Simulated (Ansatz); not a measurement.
# Pd (P6_3/mmc) in Ansatz: a run that goes wrong, beside a sound one

A flawed run on Pd and a sound one for comparison.

All numbers are computed with Ansatz 0.2.0; they aren't measurements. Logs are shortened: lines on timing, memory, paths and dates and some standing lists are left out, and cuts for length are marked.

## 1. Starting point

Symmetry: P6_3/mmc, No. 194, hexagonal system. The conventional cell has a = 2.784 Å, b = 2.784 Å, c = 4.629 Å, α = 90.00°, β = 90.00°, γ = 120.00°. Around Pd (site symmetry -6m2) lie 12 Pd at 2.78 to 2.82 Å.

This isn't the form of Pd at room conditions, which is fcc.

## 2. A run with an altered input

The input, input.yaml:

```yaml
crystal:
  lattice:
    - [2.7836650458, 0.0, 0.0]
    - [-1.3918325229, 2.4107246453, 0.0]
    - [0.0, 0.0, 4.628893]
  atoms:
    - { symbol: Pd, position: [0.3333333333, 0.6666666667, 0.25], spin: 2.0 }
    - { symbol: Pd, position: [0.6666666667, 0.3333333333, 0.75] }
hamiltonian:
  xc: pbesol
  pseudopotentials: { kind: paw }
kpoints:
  mp_grid: { grid: [11, 11, 6] }
  band_path:
    path:
      - [[0.0, 0.0, 0.0], [0.5, 0.0, 0.0], [0.3333333333, 0.3333333333, 0.0], [0.0, 0.0, 0.0], [0.0, 0.0, 0.5], [0.5, 0.0, 0.5], [0.3333333333, 0.3333333333, 0.5], [0.0, 0.0, 0.5]]
      - [[0.5, 0.0, 0.5], [0.5, 0.0, 0.0]]
      - [[0.3333333333, 0.3333333333, 0.0], [0.3333333333, 0.3333333333, 0.5]]
    npoints: 14
scf:
  occupations: { method: fermi_dirac, width: 0.05 }
  n_extra_bands: 6
  max_iter: 75
output:
  forces: true
  stress: true
  eigenvalues: true
  fatbands: false
```

Potentials or basis: Ansatz PAW.

Started as:

```console
ansatz run input.yaml --threads 2 --pin off --max-ram 5632MiB --backend cpu --events-out ev --progress --plain --runs-dir out
```

Log:

```text
Error: inconsistent input (magnetization.spin_polarized): false but per-atom `spin:`, `per_species`, `initial_magnetization`, `magnetic_field`, or `spin_locking` is set
```

Wall time 0.02 s (2 threads of Intel Xeon 6975P-C (Granite Rapids), shared host); peak memory 0.037 GiB.

The input was rejected before any iteration. What is wrong with the input: a moment without spin polarisation (magnetization = left out; crystal.atoms[0].spin = 2).

## 3. Band structure, PBEsol

Edit input.yaml of step 2 so:

```diff
@@ -6,3 +6,3 @@
   atoms:
-    - { symbol: Pd, position: [0.3333333333, 0.6666666667, 0.25], spin: 2.0 }
+    - { symbol: Pd, position: [0.3333333333, 0.6666666667, 0.25] }
     - { symbol: Pd, position: [0.6666666667, 0.3333333333, 0.75] }
@@ -22,3 +22,2 @@
   n_extra_bands: 6
-  max_iter: 75
 output:
@@ -27,2 +26,2 @@
   eigenvalues: true
-  fatbands: false
+  fatbands: true
```

Potentials or basis: Ansatz PAW.

Started as:

```console
ansatz run input.yaml --threads 2 --pin off --max-ram 5632MiB --backend cpu --events-out ev --progress --plain --runs-dir out
```

Run time: 1.9 s. Hardware: 2 threads of Intel Xeon 6975P-C (Granite Rapids), shared host; peak memory 0.33 GiB.

The run converged. Its results:

```
Free energy            : -13813.1656 eV
Pressure               : -10.3 GPa
Band gap on the k mesh : none (metal or under the smearing width)
```

Stress tensor (GPa, compression positive):
```
-10.51   0.00   0.00
  0.00 -10.51   0.00
  0.00   0.00  -9.97
```

Levels at the corners of the path, in eV from the Fermi level:
```
point  band 16  band 17  band 18  band 19  band 20  band 21
    Γ    -1.57    -1.57    -0.23    -0.23     0.87     6.57
    M     0.00     0.02     0.18     2.48     4.32     9.28
    K    -0.48    -0.48    -0.35     5.71     5.89     5.89
    Γ    -1.57    -1.57    -0.23    -0.23     0.87     6.57
    A    -2.59    -0.66    -0.66    -0.66    -0.66    13.59
    L    -0.45     0.11     0.11     2.56     2.56     7.80
    H    -1.70    -0.17    -0.17     6.70     6.70     8.43
    A    -2.59    -0.66    -0.66    -0.66    -0.66    13.59
    L    -0.45     0.11     0.11     2.56     2.56     7.80
    M     0.00     0.02     0.18     2.48     4.32     9.28
    K    -0.48    -0.48    -0.35     5.71     5.89     5.89
    H    -1.70    -0.17    -0.17     6.70     6.70     8.43
```

Caveat: the PAW data sets come from PBE, with cores solved anew for the run's functional, which leaves a small shift of forces and pressure.
